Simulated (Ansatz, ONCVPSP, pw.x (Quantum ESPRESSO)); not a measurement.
What a changed setting does to a pw.x run (bcc Zr)

Potential: optimised norm-conserving Vanderbilt (ONCV), ONCVPSP 4.0.1.1 (patched build), LDA (Perdew-Wang 92); core [Ar] 3d10, reference 4s2 4p6 4d2 5s2; waves: 4s+5s: rc 2.15 bohr, ncon 5, nbas 9, qcut 3.7 1/bohr, 2 projectors; 4p: rc 2.00 bohr, ncon 3, nbas 7, qcut 6.3 1/bohr, 2 projectors, debl 3.5 Ha; 4d: rc 2.60 bohr, ncon 4, nbas 9, qcut 5.3 1/bohr, 2 projectors, debl 2.4 Ha; local part: polynomial inside 1.85 bohr (lpopt 2, dvloc0 2 Ha); core correction: Teter function, fcfact 3.75, rcfact 1.25.

The reference run (k-mesh 13³, cutoffs 105/420 Ry, Fermi–Dirac 0.01 Ry, mixing_beta 0.4, conv_thr 1e-9, no spin) gives 0.03 GPa at 21.346 Å³/atom, where all-electron LAPW gives -0.43 GPa. This run, with its own iteration cap, changes smearing to mp.

```
&control
  calculation='scf', prefix='x', pseudo_dir='./', outdir='./tmp', tstress=.true., disk_io='none'
/
&system
  ibrav=0, nat=1, ntyp=1, ecutwfc=105, ecutrho=420, nbnd=14,
  occupations='smearing', smearing='mp', degauss=0.01
/
&electrons
  conv_thr=1e-09, mixing_beta=0.4, electron_maxstep=50
/
ATOMIC_SPECIES
Zr 1.0 Zr.UPF
CELL_PARAMETERS angstrom
  -1.74750665 1.74750665 1.74750665
  1.74750665 -1.74750665 1.74750665
  1.74750665 1.74750665 -1.74750665
ATOMIC_POSITIONS crystal
Zr 0.0000 0.0000 0.0000
K_POINTS automatic
13 13 13 0 0 0
```

```bash
pw.x < Zr.scf.in > Zr.scf.out
```

Problem. How does the run end?

Solution. It converges in 7 iterations; the free energy moves by +49.8 meV/atom and the pressure by -0.62 GPa. This scheme is built to cancel the term in the square of the width that Fermi–Dirac smearing leaves in the F of a metal.

```
Message from routine setup:
     using ibrav=0 with symmetry is DISCOURAGED, use correct ibrav instead
     lattice parameter (alat)  =       5.7198  a.u.
     unit-cell volume          =     144.0499 (a.u.)^3
     number of electrons       =        12.00
     number of Kohn-Sham states=           14
     kinetic-energy cutoff     =     105.0000  Ry
     charge density cutoff     =     420.0000  Ry
     scf convergence threshold =      1.0E-09
     Exchange-correlation= SLA  PW   NOGX NOGC
     number of k points=    84  Methfessel-Paxton smearing, width (Ry)=  0.0100
     iteration #  1     ecut=   105.00 Ry     beta= 0.40
     total energy              =     -99.13550797 Ry
     estimated scf accuracy    <       0.01003112 Ry
     iteration #  2     ecut=   105.00 Ry     beta= 0.40
     total energy              =     -99.13576192 Ry
     estimated scf accuracy    <       0.00114894 Ry
     iteration #  3     ecut=   105.00 Ry     beta= 0.40
     total energy              =     -99.13597315 Ry
     estimated scf accuracy    <       0.00003819 Ry
     iteration #  4     ecut=   105.00 Ry     beta= 0.40
     total energy              =     -99.13597456 Ry
     estimated scf accuracy    <       0.00000198 Ry
     iteration #  5     ecut=   105.00 Ry     beta= 0.40
     total energy              =     -99.13597441 Ry
     estimated scf accuracy    <       0.00000037 Ry
     iteration #  6     ecut=   105.00 Ry     beta= 0.40
     total energy              =     -99.13597449 Ry
     estimated scf accuracy    <          4.9E-09 Ry
     iteration #  7     ecut=   105.00 Ry     beta= 0.40
     the Fermi energy is    14.8557 ev
!    total energy              =     -99.13597449 Ry
     estimated scf accuracy    <          9.8E-10 Ry
     smearing contrib. (-TS)   =      -0.00008602 Ry
     The total energy is F=E-TS. E is the sum of the following terms:
     one-electron contribution =     -16.73225678 Ry
     hartree contribution      =      13.57409466 Ry
     xc contribution           =     -16.63178665 Ry
     ewald contribution        =     -79.34593970 Ry
     convergence has been achieved in   7 iterations
          total   stress  (Ry/bohr**3)                   (kbar)     P=       -5.94
     Message from routine punch:
     Nothing written, as per user request (disk_io='none')
```

The run took about 34 s on one core of a shared host (Neoverse-V1, 64 threads, 503 GiB, load 18).
